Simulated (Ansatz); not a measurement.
A plane-wave DFT run in Ansatz 0.2.0 (scalar-relativistic PAW potentials unless the input names others): input and command.

```yaml
crystal:
  lattice:
    - [3.2349831056, 0.0, 0.0]
    - [-1.6174915528, 2.8015775503, 0.0]
    - [0.0, 0.0, 3.1924549527]
  atoms:
    - { symbol: Mo, position: [0.0, 0.0, 0.0], spin: 0.2 }
    - { symbol: P, position: [0.3333333333, 0.6666666667, 0.5], spin: 0.2 }
basis:
  ecutwfc: 420
kpoints:
  mp_grid: { grid: [18, 18, 14] }
hamiltonian:
  xc: pbe
scf:
  occupations: { method: gaussian, width: 0.1 }
  convergence: { dr2_threshold: 1.0e-09 }
output:
  forces: true
  eigenvalues: true
  stress: true
magnetization:
  spin_polarized: true
```

```bash
ansatz run input.yaml --threads 1 --pin off --max-ram 2560MiB --backend cpu --events-out ev --progress --plain --runs-dir out
```

Abridged log:
```
Warning: output.stress: scf.convergence.dr2_threshold = 1e-9 eV is looser than the 2e-10 eV advised for a printed stress (1e-10 eV for each atom of the cell: 2). ...
Pseudopotentials: kind: paw
Pseudopotential: Mo, paw, valence charge 14, recommended cutoff 420 eV (normal)
Pseudopotential: P, paw, valence charge 5, recommended cutoff 420 eV (normal)
Functional definition: PBE
Crystal: 2 atoms, lattice volume = 28.933 Å³
Basis set: ecut = 420 eV, 575 PW (Γ), exchange–correlation on 48×48×48 points (8 copies of the dense FFT grid, shifted against one another)
Bands: 14, of which v1, the nominal top of the filled ones, is band 10 counted from 1 (9 counted from 0)
Symmetry: 12 space group operations
Space group: P-6m2 (ITA 187), of the structure as read, at distance tolerance 3.1e-5 Å
Magnetic group: BNS 187.209 (UNI 1439), of the structure as read, at distance tolerance 3.1e-5 Å
k-points: 296 of 4536 (time reversal used)
Initial density: superposition of atomic densities (chi_scale 0.1, normalization cell)
Starting moments: Σ|m| = 0.4 μB on 2 of 2 sites
Initial wavefunctions: pseudopotential atomic-orbital guess
Functional: x = pbe(κ = 0.804, μ = 0.21951497), c = pbe(β = 0.06672455)
SCF iter   1: F=—  HF=-5711.960826 eV  |F-HF|=—  |Δ(HF+E_count)|=         —  Δρ=3.75e-2 (↑3.75e-2 ↓3.23e-2) dr2=1.57e0  dr2_m=1.45e-2  M=0.032 μB ∫|m|=0.033 μB  β_m=0.30  ethr=3.10e-3  ⟨swp⟩=5.2  Hψ=47573  notcnv=0
Mixer restart at iter 1: flushing history
SCF iter   2: F=—  HF=-5712.371857 eV  |F-HF|=—  |Δ(HF+E_count)|=   4.11e-1  Δρ=2.74e-2 (↑2.74e-2 ↓2.39e-2) dr2=8.43e-1  dr2_m=7.49e-3  M=0.025 μB ∫|m|=0.025 μB  β_m=0.65  ethr=3.10e-3  ⟨swp⟩=2.0  Hψ=15309  notcnv=0  defer=204
SCF iter   3: F=—  HF=-5713.067693 eV  |F-HF|=—  |Δ(HF+E_count)|=   6.96e-1  Δρ=2.86e-3 (↑2.84e-3 ↓2.86e-3) dr2=4.95e-3  dr2_m=1.54e-5  M=0.001 μB ∫|m|=0.002 μB  β_m=0.71  ethr=3.10e-3  ⟨swp⟩=2.4  Hψ=15968  notcnv=0  defer=206
SCF iter   4: F=—  HF=-5713.067668 eV  |F-HF|=—  |Δ(HF+E_count)|=   2.44e-5  Δρ=5.71e-4 (↑5.71e-4 ↓5.42e-4) dr2=2.59e-4  dr2_m=4.83e-6  M=0.001 μB ∫|m|=0.001 μB  β_m=0.71  ethr=2.61e-5  ⟨swp⟩=2.5  Hψ=17827  notcnv=0  defer=202
SCF iter   5: F=—  HF=-5713.068040 eV  |F-HF|=—  |Δ(HF+E_count)|=   3.72e-4  Δρ=1.73e-4 (↑1.24e-4 ↓1.73e-4) dr2=3.58e-5  dr2_m=4.00e-7  M=0.000 μB ∫|m|=0.000 μB  β_m=0.84  ethr=1.36e-6  ⟨swp⟩=2.2  Hψ=12060  notcnv=0  defer=202
SCF iter   6: F=—  HF=-5713.068111 eV  |F-HF|=—  |Δ(HF+E_count)|=   7.14e-5  Δρ=3.33e-5 (↑3.04e-5 ↓3.33e-5) dr2=1.09e-6  dr2_m=5.15e-8  M=0.000 μB ∫|m|=0.000 μB  β_m=0.80  ethr=1.89e-7  ⟨swp⟩=2.2  Hψ=12397  notcnv=0  defer=202
SCF iter   7: F=—  HF=-5713.068112 eV  |F-HF|=—  |Δ(HF+E_count)|=   1.01e-6  Δρ=8.45e-6 (↑4.74e-6 ↓8.45e-6) dr2=1.61e-8  dr2_m=8.08e-9  M=0.000 μB ∫|m|=0.000 μB  β_m=0.81  ethr=5.73e-9  ⟨swp⟩=2.3  Hψ=12553  notcnv=0  defer=202
SCF iter   8: F=—  HF=-5713.068112 eV  |F-HF|=—  |Δ(HF+E_count)|=   4.47e-8  Δρ=2.77e-6 (↑1.47e-6 ↓2.77e-6) dr2=1.45e-9  dr2_m=1.03e-9  M=0.000 μB ∫|m|=0.000 μB  β_m=0.90  ethr=8.46e-11  ⟨swp⟩=2.1  Hψ=13025  notcnv=0  defer=202
SCF iter   9: F=—  HF=-5713.068112 eV  |F-HF|=—  |Δ(HF+E_count)|=   2.51e-9  Δρ=6.35e-7 (↑6.35e-7 ↓2.48e-7) dr2=2.88e-10  dr2_m=2.16e-11  M=0.000 μB ∫|m|=0.000 μB  β_m=0.87  ethr=7.63e-12  ⟨swp⟩=2.4  Hψ=14692  notcnv=0  defer=202
SCF iter  10: F=-5713.068112 eV  HF=-5713.068112 eV  |F-HF|=1.55e-11  |Δ(HF+E_count)|=  7.73e-11  Δρ=1.48e-7 (↑1.48e-7 ↓5.04e-8) dr2=1.78e-11  dr2_m=9.30e-13  M=0.000 μB ∫|m|=0.000 μB  ethr=1.51e-12  ⟨swp⟩=3.9  Hψ=30322  notcnv=0
SCF 1 converged in 10 iterations: F = -5713.068112 eV  dr2 = 1.78e-11
WARN: the starting moments were not kept: the SCF closed with an absolute magnetisation of 1.7e-6 μB, where they sum to 0.4 μB in size (2 sites). That is at most 0.1 of that sum. Measured as dr2_m measures the in/out step, that magnetisation stands 6.5e-13 eV from none, at or under the dr2_threshold of 1.0e-9 eV: it is no larger than a step whose dr2_m would equal this threshold. The system may hold no moment; this SCF shows only that its start led to no more than that. To try another start: raise the starting moments (crystal.atoms[].spin, magnetization.per_species, magnetization.initial_magn ...
SCF converged after 10 iterations
Magnetization: 0.0000 μB (9.5000 up, 9.5000 down)
Absolute magnetization: 0.0000 μB (∫|ρ↑−ρ↓|, with the PAW one-centre terms)
Spin contamination: 0.0000 ħ² per cell (⟨S²⟩ above its minimum at these occupations)
Per-site moments (μB) at R_I (Å): [(1.05302248e-6, 1.01346759), (-2.85119417e-7, 1.01346759)]
Free energy (F): -5713.068112 eV
Harris-Foulkes:  -5713.068112 eV  (|F-HF|=1.55e-11)
Internal energy: -5713.063518 eV  (E = F + TS)
E sigma→0 (E₀):  -5713.065815 eV
Entropy (-TS):   -0.004595 eV (-2.297 meV/atom)
Fermi energy:    17.077740 eV
--- Forces (eV/Å), atoms counted from 1 ---
  atom   1  Mo     0.00000000     0.00000000     0.00000000
  atom   2  P      0.00000000     0.00000000     0.00000000
--- Stress (GPa, compression-positive) ---
        0.975755       0.000000       0.000000
        0.000000       0.975755       0.000000
        0.000000       0.000000       1.018692
  P = ⅓ Tr σ = 0.9901 GPa (9.901 kbar)
```

Apart from outputs, empty bands and the relaxation, which only the reference makes, the input differs from a reference run on usual settings in scf.convergence.dr2_threshold: not typed → 1e-09; magnetization: not typed → {"spin_polarized": true} (small starting moments). The reference, at the same geometry, ended its own course with pressure 0.99 GPa, largest force 0.000 eV/Å, no gap on the mesh. This run converged in 10 SCF iterations with an energy at zero smearing within 0.01 meV/atom of the reference's, pressure 0.99 GPa, largest force 0.000 eV/Å, no gap on the mesh.

It took 25 s on 1 thread of Arm Neoverse V2, on a shared host, peak memory 0.52 GiB.